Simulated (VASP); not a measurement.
The system is Au.

```xyz
1
Lattice="2.7829 0.0000 0.0000 0.0000 2.7829 0.0000 0.0000 0.0000 2.7829" Properties=species:S:1:pos:R:3 pbc="T T T"
Au    0.0000    0.0000    0.0000
```

This isn't the form of Au at room conditions, which is fcc.

The cell isn't the ideal one: cell and atoms relaxed from a first guess.

| Property | Result |
| --- | --- |
| Program | VASP 6.6.1 |
| Task | relaxation of cell and atoms |
| Functional | PBE |
| Potentials or basis | VASP PAW PBE potentials, release 64 (Au) |
| Cutoff | 600 eV |
| k mesh | 12 × 12 × 12 |
| Occupations | fermi-dirac, width 0.08 eV |
| Spin | no spin polarisation |

At the start: pressure -3.6 GPa; volume 21.55 Å³/atom.

Task: How do energy, volume and symmetry change on relaxing?

Result: Over 3 steps the energy falls by 9.7 meV/atom and the volume is 20.73 Å³/atom (-3.8 %); space group Pm-3m (No. 221, to 0.05 Å).

Step by step:
```tsv
step	energy change (eV)	largest force (eV/Å)	pressure (GPa)	volume (Å³)
1	0.0000	0.0000	-3.64	21.55
2	-0.0021	0.0000	3.78	20.06
3	-0.0097	0.0000	-0.01	20.73
```

Final structure:
```yaml
crystal:
  lattice:
    - [2.74725, 0.00000, 0.00000]
    - [0.00000, 2.74725, 0.00000]
    - [0.00000, 0.00000, 2.74725]
  atoms:
    - { symbol: Au, position: [0.00000, 0.00000, 0.00000] }
```
